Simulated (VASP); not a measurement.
The system is BeS.

```
CELL_PARAMETERS angstrom
0.00000 2.43431 2.43431
2.43431 0.00000 2.43431
2.43431 2.43431 0.00000
ATOMIC_POSITIONS crystal
Be 0.00000 0.00000 0.00000
S 0.25000 0.25000 0.25000
```

The cell was built by a generator and needn't be a form met in nature.

Base run:

```yaml
Program: VASP 6.6.1
Functional: PBE
Potentials_or_basis: VASP PAW PBE potentials, release 64 (Be, S)
Cutoff: 520 eV
k_mesh: 6 × 6 × 6
Occupations: gaussian, width 0.01 eV
Spin: no spin polarisation
```

Its results: band gap on the k mesh 3.14 eV, indirect (least direct gap 5.67 eV); pressure 0.5 GPa.

Task: The run is repeated on the same cell with these changes: functional from PBE to HSE06; k mesh from 6 × 6 × 6 to 4 × 4 × 4. What comes out?

Result: Band gap on the k mesh 4.08 eV, indirect (least direct gap 6.87 eV); pressure -0.6 GPa.

Several settings changed at once, so the effect can't be laid on one alone.

Caveats: some runs use coarse meshes; the PAW data sets were made with another functional, which shifts forces and pressure a little (some runs).

A k mesh can miss the band edges.
